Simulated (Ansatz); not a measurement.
## TiAl: moving Al off its site

TiAl, P4/mmm, a = 2.822 Å, c = 4.077 Å. The structure is a COD entry; whether it is the stable form wasn't checked. Ansatz: PBE, PAW, 420 eV, Γ-centred 22×22×16 mesh on 2 atoms, Gaussian smearing 0.15 eV; no spin polarisation.

```xyz
2
Lattice="2.8221 0.0000 0.0000 0.0000 2.8221 0.0000 0.0000 0.0000 4.0768" Properties=species:S:1:pos:R:3 pbc="T T T"
Ti    0.0000    0.0000    0.0000
Al    1.4110    1.4110    2.0384
```

Atom 2 (Al) moves by x along the unit vector (0.577, 0.577, 0.577), with its periodic images; all else is held. y is the free energy of the cell over the start, F the force along the path summed over the moved atoms. Symmetry makes y even in x.

| x (Å) | y (meV) | F (eV/Å) |
| --- | --- | --- |
| -0.1000 | ? | ? |
| -0.0500 | 5.99 | 0.24 |
| 0.0000 | 0.00 | 0.00 |
| 0.0250 | 1.49 | -0.12 |
| 0.0375 | 3.37 | -0.18 |
| 0.0625 | 9.36 | -0.30 |
| 0.0750 | 13.50 | -0.36 |
| 0.0875 | 18.40 | -0.42 |

Task: Fit y = c2 x² + c4 x⁴ to the energies of the other rows, give the force constant, and predict energy and force of the missing row.

Result: Least squares on the rows shown. y = 2390.9 x² + 1609.3 x⁴. The force constant is 2 c2 = 4.78 eV/Å² (for all images moving together, not for a lone atom). The force −dy/dx at the missing row is 0.48 eV/Å (computed 0.48). At x = -0.1000 the fit asked for gives 24.07 meV. The run gave 24.08 meV, so the fit is 0.01 meV too low, a small miss on the scale of the series.